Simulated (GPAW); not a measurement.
Input of a GPAW 26.7.0 run:

File run.py:

```python
from ase.filters import FrechetCellFilter
from ase.io import read, write
from ase.optimize import BFGS
from gpaw import GPAW, PW, setup_paths

setup_paths.insert(0, '.')

atoms = read('AlN.cif')

calc = GPAW(mode=PW(800),
            xc='AM05',
            kpts={'size': (7, 7, 4), 'gamma': True},
            occupations={'name': 'fermi-dirac', 'width': 0.05},
            nbands=18,
            convergence={'density': 1e-06, 'energy': 1e-06, 'eigenstates': 1e-10},
            maxiter=150,
            txt='gpaw.txt')
atoms.calc = calc
opt = BFGS(FrechetCellFilter(atoms), trajectory='relax.traj', logfile='-')
done = opt.run(fmax=0.02, steps=60)
calc.write('gs.gpw')
write('result.traj', atoms)
print('Converged:', done)
print('Cell:', atoms.cell.cellpar().round(4))
print('Volume:', round(atoms.get_volume(), 4))
print(atoms.get_scaled_positions().round(5))
```

File AlN.cif:

```cif
data_AlN
_cell_length_a 3.11300000
_cell_length_b 3.11300000
_cell_length_c 4.98100000
_cell_angle_alpha 90.00000000
_cell_angle_beta 90.00000000
_cell_angle_gamma 120.00000000
_space_group_name_H-M_alt 'P1'
_space_group_name_Hall 'P 1'
_space_group_IT_number 1
loop_
_space_group_symop_operation_xyz
'x,y,z'
loop_
_atom_site_label
_atom_site_type_symbol
_atom_site_symmetry_multiplicity
_atom_site_Wyckoff_symbol
_atom_site_fract_x
_atom_site_fract_y
_atom_site_fract_z
_atom_site_occupancy
Al1 Al 1 a 0.6666666667 0.3333333333 0.5000000000 1
Al2 Al 1 a 0.3333333333 0.6666666667 0.0000000000 1
N1 N 1 a 0.6666666667 0.3333333333 0.8800000000 1
N2 N 1 a 0.3333333333 0.6666666667 0.3800000000 1
```

Potentials or basis: PAW data sets generated in the run's folder for this functional, pw.

Run with:

```sh
$ gpaw-setup -f AM05 Al N
$ OMP_NUM_THREADS=1 python run.py
```

Problem. Estimate the space group after relaxing (to 0.05 Å).

Solution. P6_3mc (No. 186).

Problem. Estimate the relaxed volume.

Solution. 10.51 Å³/atom.

Problem. Estimate the band gap on the k mesh.

Solution. 4.13 eV, direct.

Stress tensor (GPa, compression positive):
```
 0.15  0.00  0.00
 0.00  0.15  0.00
 0.00  0.00 -0.15
```

Caveat: later steps reuse the first step's grids. AM05 gaps usually lie below the measured ones, often by a third to a half.
